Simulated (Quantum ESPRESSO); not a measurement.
# MnO2 (P6_3/mmc) in Quantum ESPRESSO: notebook

The runs below take MnO2 through single point, equation of state, band structure, with LDA, r2SCAN.

Everything below comes from runs of Quantum ESPRESSO 7.5. Logs are shortened: lines on timing, memory, paths and dates and some standing lists are left out, and cuts for length are marked.

## Step 1: Starting point

Symmetry: P6_3/mmc, No. 194, hexagonal system. The conventional cell has a = 2.855 Å, b = 2.855 Å, c = 10.222 Å, α = 90.00°, β = 90.00°, γ = 120.00°. Around Mn (site symmetry -3m) lie 6 O at 1.90 Å. O (site symmetry 3m) is surrounded by 3 Mn at 1.90 Å.

Measurements of this composition are mostly on another form, of space group No. 136.

## Step 2: Single point, LDA, collinear spin, ferromagnetic start, 11.30 Å³/atom

File pw.in:

```
&CONTROL
  calculation = 'scf'
  prefix = 'pwscf'
  outdir = './tmp'
  pseudo_dir = './pseudo'
  tstress = .true.
  disk_io = 'nowf'
/
&SYSTEM
  ibrav = 0
  nat = 6
  ntyp = 2
  ecutwfc = 45
  ecutrho = 360
  nbnd = 40
  occupations = 'smearing'
  smearing = 'fd'
  degauss = 0.00367493
  nspin = 2
  starting_magnetization(1) = 0.2667
  starting_magnetization(2) = 0
/
&ELECTRONS
  conv_thr = 1.2d-09
  electron_maxstep = 120
  mixing_beta = 0.3
/
ATOMIC_SPECIES
Mn    54.9380 mn_lda_v1.5.uspp.F.UPF
O     15.9990 o_lda_v1.2.uspp.F.UPF
CELL_PARAMETERS angstrom
   2.7966746872    0.0000000000    0.0000000000
  -1.3983373435    2.4219913252    0.0000000000
   0.0000000000    0.0000000000   10.0130771825
ATOMIC_POSITIONS crystal
Mn     0.0000000000    0.0000000000    0.5000000000
Mn     0.0000000000    0.0000000000    0.0000000000
O      0.6666666667    0.3333333333    0.4068564500
O      0.6666666667    0.3333333333    0.0931435500
O      0.3333333333    0.6666666667    0.5931435500
O      0.3333333333    0.6666666667    0.9068564500
K_POINTS automatic
9 9 3 0 0 0
```

Potentials or basis: GBRV 1.5 LDA.

Command:

```console
> OMP_NUM_THREADS=1 mpirun -n 2 pw.x -nk 2 -in pw.in > pw.out
```

pw.out:

```text
This program is part of the open-source Quantum ESPRESSO suite
     for quantum simulation of materials; please cite
[... 13 lines left out ...]
     --------------------
     sticks:   dense  smooth     PW     G-vecs:    dense   smooth      PW
     Sum         685     349    109                52699    18693    3297

     Using Slab Decomposition

     bravais-lattice index     =            0
     lattice parameter (alat)  =       5.2849  a.u.
     unit-cell volume          =     457.6977 (a.u.)^3
     number of atoms/cell      =            6
     number of atomic types    =            2
     number of electrons       =        54.00
     number of Kohn-Sham states=           40
     kinetic-energy cutoff     =      45.0000  Ry
     charge density cutoff     =     360.0000  Ry
     scf convergence threshold =      1.2E-09
     mixing beta               =       0.3000
     number of iterations used =            8  plain     mixing
     Exchange-correlation= SLA  PZ   NOGX NOGC
                           (   1   1   0   0   0   0   0)

     celldm(1)=   5.284949  celldm(2)=   0.000000  celldm(3)=   0.000000
     celldm(4)=   0.000000  celldm(5)=   0.000000  celldm(6)=   0.000000

     crystal axes: (cart. coord. in units of alat)
               a(1) = (   1.000000   0.000000   0.000000 )
               a(2) = (  -0.500000   0.866025   0.000000 )
               a(3) = (   0.000000   0.000000   3.580351 )

     reciprocal axes: (cart. coord. in units 2 pi/alat)
               b(1) = (  1.000000  0.577350 -0.000000 )
               b(2) = (  0.000000  1.154701  0.000000 )
               b(3) = (  0.000000 -0.000000  0.279302 )

     PseudoPot. # 1 for Mn read from file:
     mn_lda_v1.5.uspp.F.UPF
     Pseudo is Ultrasoft + core correction, Zval = 15.0
     Generated by new atomic code, or converted to UPF format
     Using radial grid of  859 points,  6 beta functions with:
                l(1) =   0
                l(2) =   0
                l(3) =   1
                l(4) =   1
                l(5) =   2
                l(6) =   2
     Q(r) pseudized with  8 coefficients,  rinner =    0.950   0.950   0.950
                                                       0.950   0.950

     PseudoPot. # 2 for O  read from file:
     o_lda_v1.2.uspp.F.UPF
     Pseudo is Ultrasoft + core correction, Zval =  6.0
     Generated by new atomic code, or converted to UPF format
     Using radial grid of  737 points,  5 beta functions with:
                l(1) =   0
                l(2) =   0
                l(3) =   1
                l(4) =   1
                l(5) =   2
     Q(r) pseudized with  8 coefficients,  rinner =    0.900   0.900   0.900
                                                       0.900   0.900

     atomic species   valence    mass     pseudopotential
     Mn               15.00    54.93800     Mn( 1.00)
     O                 6.00    15.99900     O ( 1.00)

     Starting magnetic structure
     atomic species   magnetization
     Mn              0.267
     O               0.000

     24 Sym. Ops., with inversion, found (12 have fractional translation)

   Cartesian axes

     site n.     atom                  positions (alat units)
         1        Mn     tau(   1) = (   0.0000000   0.0000000   1.7901755  )
         2        Mn     tau(   2) = (   0.0000000   0.0000000   0.0000000  )
         3        O      tau(   3) = (   0.5000000   0.2886751   1.4566889  )
         4        O      tau(   4) = (   0.5000000   0.2886751   0.3334866  )
         5        O      tau(   5) = (  -0.0000000   0.5773503   2.1236621  )
         6        O      tau(   6) = (  -0.0000000   0.5773503   3.2468645  )

     number of k points=    24  Fermi-Dirac smearing, width (Ry)=  0.0037
                       cart. coord. in units 2pi/alat
        k(    1) = (   0.0000000   0.0000000   0.0000000), wk =   0.0041152
        k(    2) = (   0.0000000   0.0000000   0.0931007), wk =   0.0082305
        k(    3) = (   0.0000000   0.1283001   0.0000000), wk =   0.0246914
        k(    4) = (   0.0000000   0.1283001   0.0931007), wk =   0.0493827
        k(    5) = (   0.0000000   0.2566001   0.0000000), wk =   0.0246914
        k(    6) = (   0.0000000   0.2566001   0.0931007), wk =   0.0493827
[... 16 lines left out ...]
        k(   23) = (   0.3333333   0.5773503   0.0000000), wk =   0.0082305
        k(   24) = (   0.3333333   0.5773503   0.0931007), wk =   0.0164609

     Dense  grid:    52699 G-vectors     FFT dimensions: (  32,  32, 120)

     Smooth grid:    18693 G-vectors     FFT dimensions: (  24,  24,  90)

     Check: negative core charge=   -0.000012
     Generating pointlists ...
     new r_m :   0.2750 (alat units)  1.4535 (a.u.) for type    1
     new r_m :   0.2750 (alat units)  1.4535 (a.u.) for type    2

     Initial potential from superposition of free atoms

     starting charge      52.9999, renormalised to      54.0000
     Starting wfcs are   42 randomized atomic wfcs

     Self-consistent Calculation

     iteration #  1     ecut=    45.00 Ry     beta= 0.30
     Davidson diagonalization with overlap
     ethr =  1.00E-02,  avg # of iterations =  5.8

     total energy              =    -550.51232815 Ry
     estimated scf accuracy    <       4.30234662 Ry

     total magnetization       =     6.00 Bohr mag/cell
     absolute magnetization    =     6.07 Bohr mag/cell

     iteration #  2     ecut=    45.00 Ry     beta= 0.30
     Davidson diagonalization with overlap
     ethr =  7.97E-03,  avg # of iterations =  1.9

     total energy              =    -551.05330325 Ry
     estimated scf accuracy    <       3.18873166 Ry

     total magnetization       =     5.37 Bohr mag/cell
     absolute magnetization    =     5.38 Bohr mag/cell
[... 101 lines left out ...]
     iteration # 13     ecut=    45.00 Ry     beta= 0.30
     Davidson diagonalization with overlap
     ethr =  1.17E-11,  avg # of iterations =  2.0

     total energy              =    -551.64024877 Ry
     estimated scf accuracy    <          1.8E-09 Ry

     total magnetization       =     5.99 Bohr mag/cell
     absolute magnetization    =     6.03 Bohr mag/cell

     iteration # 14     ecut=    45.00 Ry     beta= 0.30
     Davidson diagonalization with overlap
     ethr =  3.35E-12,  avg # of iterations =  2.0

     Magnetic moment per site  (integrated on atomic sphere of radius R)
     atom   1 (R=0.275)  charge= 11.6544  magn=  2.4113
     atom   2 (R=0.275)  charge= 11.6544  magn=  2.4113
     atom   3 (R=0.275)  charge=  5.1544  magn=  0.0822
     atom   4 (R=0.275)  charge=  5.1544  magn=  0.0822
     atom   5 (R=0.275)  charge=  5.1544  magn=  0.0822
     atom   6 (R=0.275)  charge=  5.1544  magn=  0.0822

     End of self-consistent calculation

 ------ SPIN UP ------------

          k = 0.0000 0.0000 0.0000 (  2345 PWs)   bands (ev):

   -73.9322 -73.9322 -42.9580 -42.9580 -42.9579 -42.9579 -42.9384 -42.9384
   -12.9525 -12.9050 -10.4921 -10.4000   0.3366   0.5027   0.5027   0.5094
     0.5094   0.7690   4.3136   4.6859   4.6859   4.6876   4.6876   5.1874
     5.2810   5.2810   5.3079   5.3079   6.8642   7.1479  10.0264  10.0264
    10.0521  10.0521  13.7591  15.3423  16.4707  17.4620  18.8426  20.1979

          k = 0.0000 0.0000 0.0931 (  2344 PWs)   bands (ev):

   -73.9322 -73.9322 -42.9579 -42.9579 -42.9579 -42.9579 -42.9385 -42.9385
   -12.9409 -12.9172 -10.4689 -10.4229   0.4343   0.5044   0.5044   0.5078
     0.5078   0.6491   4.5248   4.6863   4.6863   4.6872   4.6872   4.9554
     5.2877   5.2877   5.3012   5.3012   6.9571   7.0940  10.0330  10.0330
    10.0458  10.0458  14.0376  14.7501  16.9258  17.3356  19.1483  19.8295

          k = 0.0000 0.1283 0.0000 (  2347 PWs)   bands (ev):
[... 161 lines left out ...]
   -73.9016 -73.9016 -43.1099 -43.1099 -43.1099 -43.1099 -42.8960 -42.8959
   -10.9436 -10.9436 -10.9044 -10.9044   0.4687   0.4687   0.5311   0.5311
     1.5100   1.5959   2.9603   2.9603   3.2097   3.2097   3.6386   3.7636
     4.9671   4.9793   6.3347   6.3347   6.4610   6.4610   9.1116   9.1116
     9.2492   9.2492  19.3808  19.9366  20.0486  20.0486  22.1437  22.1445

          k = 0.3333 0.5774 0.0931 (  2313 PWs)   bands (ev):

   -73.9016 -73.9016 -43.1099 -43.1099 -43.1099 -43.1099 -42.8959 -42.8959
   -10.9436 -10.9436 -10.9044 -10.9044   0.4797   0.4797   0.5195   0.5195
     1.5306   1.5735   2.9645   2.9645   3.2060   3.2060   3.6705   3.7330
     4.9704   4.9764   6.3398   6.3398   6.4554   6.4554   9.1460   9.1460
     9.2150   9.2150  19.4966  19.7695  20.0506  20.0506  21.7433  21.7433

 ------ SPIN DOWN ----------

          k = 0.0000 0.0000 0.0000 (  2345 PWs)   bands (ev):

   -70.8132 -70.8132 -39.9887 -39.9887 -39.9886 -39.9886 -39.8505 -39.8504
   -12.7005 -12.6518 -10.2784 -10.1858   1.1251   1.4673   1.4673   1.4766
     1.4766   1.6715   4.5116   5.4143   5.4625   5.4625   5.4898   5.4898
     7.4229   7.4229   7.4254   7.4254   9.2332   9.4255  11.5544  11.5544
    11.5802  11.5802  14.0030  15.5512  16.9293  17.9299  19.2380  20.5811

          k = 0.0000 0.0000 0.0931 (  2344 PWs)   bands (ev):

   -70.8132 -70.8132 -39.9886 -39.9886 -39.9886 -39.9886 -39.8505 -39.8505
   -12.6887 -12.6643 -10.2550 -10.2088   1.2430   1.4696   1.4696   1.4743
     1.4743   1.5124   4.7510   5.1976   5.4694   5.4694   5.4830   5.4830
     7.4235   7.4235   7.4248   7.4248   9.2893   9.3844  11.5609  11.5609
    11.5738  11.5738  14.2827  14.9912  17.3683  17.7957  19.5318  20.2066

          k = 0.0000 0.1283 0.0000 (  2347 PWs)   bands (ev):
[... 161 lines left out ...]
   -70.7781 -70.7781 -40.1686 -40.1686 -40.1686 -40.1686 -39.7968 -39.7967
   -10.6960 -10.6960 -10.6560 -10.6560   1.1655   1.1655   1.2448   1.2448
     1.8552   1.9423   3.7530   3.7530   3.8898   4.0168   4.0808   4.0808
     7.7858   7.8198   8.7347   8.7347   8.8208   8.8208  10.8447  10.8447
    10.9540  10.9540  19.5527  20.1564  20.1564  20.2384  22.5833  22.5839

          k = 0.3333 0.5774 0.0931 (  2313 PWs)   bands (ev):

   -70.7781 -70.7781 -40.1686 -40.1686 -40.1686 -40.1686 -39.7967 -39.7966
   -10.6960 -10.6960 -10.6560 -10.6560   1.1800   1.1800   1.2294   1.2294
     1.8761   1.9196   3.7589   3.7589   3.9224   3.9859   4.0760   4.0760
     7.7945   7.8114   8.7366   8.7366   8.8188   8.8188  10.8696  10.8696
    10.9288  10.9288  19.6938  20.0293  20.1568  20.1568  22.1956  22.1956

     the Fermi energy is     7.2957 ev

!    total energy              =    -551.64024877 Ry
     estimated scf accuracy    <          1.2E-10 Ry
     smearing contrib. (-TS)   =      -0.00010982 Ry
     internal energy E=F+TS    =    -551.64013895 Ry

     The total energy is F=E-TS. E is the sum of the following terms:
     one-electron contribution =    -463.47873503 Ry
     hartree contribution      =     252.03667040 Ry
     xc contribution           =     -81.13886532 Ry
     ewald contribution        =    -259.05920902 Ry

     total magnetization       =     5.99 Bohr mag/cell
     absolute magnetization    =     6.03 Bohr mag/cell

     convergence has been achieved in  14 iterations

     Computing stress (Cartesian axis) and pressure

          total   stress  (Ry/bohr**3)                   (kbar)     P=       44.63
   0.00035332  -0.00000000   0.00000000           51.97       -0.00        0.00
  -0.00000000   0.00035332   0.00000000           -0.00       51.97        0.00
   0.00000000   0.00000000   0.00020352            0.00        0.00       29.94

=------------------------------------------------------------------------------=
   JOB DONE.
=------------------------------------------------------------------------------=
```

Run time: 58 s. Hardware: 2 MPI ranks of Arm Neoverse V2, shared host; peak memory 0.38 GiB.

What came out:

```yaml
Free_energy: -7505.4479 eV
Pressure: 4.5 GPa
Band_gap_on_the_k_mesh: 0.26 eV, indirect (least direct gap 0.28 eV)
Net_moment: 5.99 μB per cell
Absolute_moment: 6.03 μB per cell
Site_moments: Mn +2.41; O +0.08 μB
Valence_electrons_inside_the_program's_atomic_spheres: Mn 11.65; O 5.15
```

Caveat: an odd mesh through Γ misses points on the zone boundary, where band edges often lie; only a ferromagnetic start was run, and an antiferromagnetic order may lie lower in energy.

## Step 3: Single point, LDA, collinear spin, ferromagnetic start, 11.54 Å³/atom

Changes to pw.in since step 2:

```diff
@@ -31,5 +31,5 @@
 CELL_PARAMETERS angstrom
-   2.7966746872    0.0000000000    0.0000000000
-  -1.3983373435    2.4219913252    0.0000000000
-   0.0000000000    0.0000000000   10.0130771825
+   2.8163702283    0.0000000000    0.0000000000
+  -1.4081851141    2.4390481641    0.0000000000
+   0.0000000000    0.0000000000   10.0835941339
 ATOMIC_POSITIONS crystal
```

Potentials or basis: GBRV 1.5 LDA.

Command:

```console
> OMP_NUM_THREADS=1 mpirun -n 2 pw.x -nk 2 -in pw.in > pw.out
```

It took 59 s on 2 MPI ranks of Arm Neoverse V2, shared host; peak memory 0.4 GiB.

Results (log left out):

```
Free energy                                           : -7505.4704 eV
Pressure                                              : 0.0 GPa
Band gap on the k mesh                                : 0.34 eV, indirect (least direct gap 0.36 eV)
Net moment                                            : 6.00 μB per cell
Absolute moment                                       : 6.04 μB per cell
Site moments                                          : Mn +2.44; O +0.07 μB
Valence electrons inside the program's atomic spheres : Mn 11.69; O 5.17
```

Caveat: an odd mesh through Γ misses points on the zone boundary, where band edges often lie; only a ferromagnetic start was run, and an antiferromagnetic order may lie lower in energy.

## Step 4: Single point, LDA, collinear spin, ferromagnetic start, 11.78 Å³/atom

Changes to pw.in since step 3:

```diff
@@ -31,5 +31,5 @@
 CELL_PARAMETERS angstrom
-   2.8163702283    0.0000000000    0.0000000000
-  -1.4081851141    2.4390481641    0.0000000000
-   0.0000000000    0.0000000000   10.0835941339
+   2.8357940850    0.0000000000    0.0000000000
+  -1.4178970425    2.4558697175    0.0000000000
+   0.0000000000    0.0000000000   10.1531383600
 ATOMIC_POSITIONS crystal
```

Command:

```console
> OMP_NUM_THREADS=1 mpirun -n 2 pw.x -nk 2 -in pw.in > pw.out
```

Wall time 60 s (2 MPI ranks of Arm Neoverse V2, shared host); peak memory 0.4 GiB.

Results (log left out):

| Quantity | Value |
| --- | --- |
| Free energy | -7505.4546 eV |
| Pressure | -4.0 GPa |
| Band gap on the k mesh | 0.42 eV, indirect (least direct gap 0.44 eV) |
| Net moment | 6.00 μB per cell |
| Absolute moment | 6.05 μB per cell |
| Site moments | Mn +2.46; O +0.06 μB |
| Valence electrons inside the program's atomic spheres | Mn 11.72; O 5.19 |

Caveat: an odd mesh through Γ misses points on the zone boundary, where band edges often lie; only a ferromagnetic start was run, and an antiferromagnetic order may lie lower in energy.

## Step 5: Single point, LDA, collinear spin, ferromagnetic start, 12.03 Å³/atom

Changes to pw.in since step 4:

```diff
@@ -31,5 +31,5 @@
 CELL_PARAMETERS angstrom
-   2.8357940850    0.0000000000    0.0000000000
-  -1.4178970425    2.4558697175    0.0000000000
-   0.0000000000    0.0000000000   10.1531383600
+   2.8549554371    0.0000000000    0.0000000000
+  -1.4274777185    2.4724639352    0.0000000000
+   0.0000000000    0.0000000000   10.2217427273
 ATOMIC_POSITIONS crystal
```

Command:

```console
> OMP_NUM_THREADS=1 mpirun -n 2 pw.x -nk 2 -in pw.in > pw.out
```

It took 61 s on 2 MPI ranks of Arm Neoverse V2, shared host; peak memory 0.4 GiB.

It converged, with:

```
Free energy                                           : -7505.4047 eV
Pressure                                              : -7.5 GPa
Band gap on the k mesh                                : 0.49 eV, indirect (least direct gap 0.52 eV)
Net moment                                            : 6.00 μB per cell
Absolute moment                                       : 6.06 μB per cell
Site moments                                          : Mn +2.49; O +0.06 μB
Valence electrons inside the program's atomic spheres : Mn 11.75; O 5.21
```

Caveat: an odd mesh through Γ misses points on the zone boundary, where band edges often lie; only a ferromagnetic start was run, and an antiferromagnetic order may lie lower in energy.

## Step 6: Single point, LDA, collinear spin, ferromagnetic start, 12.27 Å³/atom

Changes to pw.in since step 5:

```diff
@@ -31,5 +31,5 @@
 CELL_PARAMETERS angstrom
-   2.8549554371    0.0000000000    0.0000000000
-  -1.4274777185    2.4724639352    0.0000000000
-   0.0000000000    0.0000000000   10.2217427273
+   2.8738629778    0.0000000000    0.0000000000
+  -1.4369314888    2.4888383457    0.0000000000
+   0.0000000000    0.0000000000   10.2894383606
 ATOMIC_POSITIONS crystal
```

Potentials or basis: GBRV 1.5 LDA.

Command:

```console
> OMP_NUM_THREADS=1 mpirun -n 2 pw.x -nk 2 -in pw.in > pw.out
```

Run time: 66 s. Hardware: 2 MPI ranks of Arm Neoverse V2, shared host; peak memory 0.42 GiB.

The run converged. Its results:

| Quantity | Value |
| --- | --- |
| Free energy | -7505.3247 eV |
| Pressure | -10.7 GPa |
| Band gap on the k mesh | 0.56 eV, indirect (least direct gap 0.60 eV) |
| Net moment | 6.00 μB per cell |
| Absolute moment | 6.08 μB per cell |
| Site moments | Mn +2.51; O +0.05 μB |
| Valence electrons inside the program's atomic spheres | Mn 11.77; O 5.23 |

Caveat: an odd mesh through Γ misses points on the zone boundary, where band edges often lie; only a ferromagnetic start was run, and an antiferromagnetic order may lie lower in energy.

## Step 7: Single point, LDA, collinear spin, ferromagnetic start, 12.51 Å³/atom

Changes to pw.in since step 6:

```diff
@@ -31,5 +31,5 @@
 CELL_PARAMETERS angstrom
-   2.8738629778    0.0000000000    0.0000000000
-  -1.4369314888    2.4888383457    0.0000000000
-   0.0000000000    0.0000000000   10.2894383606
+   2.8925249486    0.0000000000    0.0000000000
+  -1.4462624742    2.5050000866    0.0000000000
+   0.0000000000    0.0000000000   10.3562547676
 ATOMIC_POSITIONS crystal
```

Command:

```console
> OMP_NUM_THREADS=1 mpirun -n 2 pw.x -nk 2 -in pw.in > pw.out
```

Wall time 62 s (2 MPI ranks of Arm Neoverse V2, shared host); peak memory 0.42 GiB.

It converged, with:

| Item | Value |
| --- | --- |
| Free energy | -7505.2177 eV |
| Pressure | -13.5 GPa |
| Band gap on the k mesh | 0.63 eV, indirect (least direct gap 0.67 eV) |
| Net moment | 6.00 μB per cell |
| Absolute moment | 6.10 μB per cell |
| Site moments | Mn +2.54; O +0.04 μB |
| Valence electrons inside the program's atomic spheres | Mn 11.80; O 5.25 |

Caveat: an odd mesh through Γ misses points on the zone boundary, where band edges often lie; only a ferromagnetic start was run, and an antiferromagnetic order may lie lower in energy.

## Step 8: Single point, LDA, collinear spin, ferromagnetic start, 12.75 Å³/atom

Changes to pw.in since step 7:

```diff
@@ -31,5 +31,5 @@
 CELL_PARAMETERS angstrom
-   2.8925249486    0.0000000000    0.0000000000
-  -1.4462624742    2.5050000866    0.0000000000
-   0.0000000000    0.0000000000   10.3562547676
+   2.9109491711    0.0000000000    0.0000000000
+  -1.4554745855    2.5209559313    0.0000000000
+   0.0000000000    0.0000000000   10.4222199523
 ATOMIC_POSITIONS crystal
```

Command:

```console
> OMP_NUM_THREADS=1 mpirun -n 2 pw.x -nk 2 -in pw.in > pw.out
```

Run time: 62 s. Hardware: 2 MPI ranks of Arm Neoverse V2, shared host; peak memory 0.42 GiB.

Results (log left out):

```
Free energy                                           : -7505.0869 eV
Pressure                                              : -16.0 GPa
Band gap on the k mesh                                : 0.69 eV, indirect (least direct gap 0.74 eV)
Net moment                                            : 6.00 μB per cell
Absolute moment                                       : 6.13 μB per cell
Site moments                                          : Mn +2.56; O +0.03 μB
Valence electrons inside the program's atomic spheres : Mn 11.83; O 5.26
```

Caveat: an odd mesh through Γ misses points on the zone boundary, where band edges often lie; only a ferromagnetic start was run, and an antiferromagnetic order may lie lower in energy.

(Part 1 of 2 ends here.)
